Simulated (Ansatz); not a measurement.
Notes on Y

```
Y
1.0
    -2.31431    2.31431    2.31431
     2.31431   -2.31431    2.31431
     2.31431    2.31431   -2.31431
Y
1
Direct
  0.00000 0.00000 0.00000
```

Level: PBE, no spin polarisation; 420 eV; 10×10×10 Γ-centred mesh; fermi-dirac occupations (width 0.1 eV); Ansatz 0.2.0, fixed geometry.

Task: Describe some of the short contacts.

Result: Y–Y at 4.01 Å: least valence density 0.06 e/Å³ and ELF 0.26 there. Both are smooth PAW fields, read partly inside the augmentation spheres.

Task: Is the cell too large or too small?

Result: The pressure is -8.0 GPa (compression positive), so with the atoms held at these fractions the cell would first shrink.

Task: Is there a gap?

Result: It is a metal, with about 3.2 states/eV a cell as the mean within 0.25 eV of the Fermi level, mostly Y d (83 %).

Origin: a known structure type with other elements, at an estimated volume, so it need not be a known compound. Caveats: many states at the Fermi level without spin polarisation, so a magnetic state may lie lower.
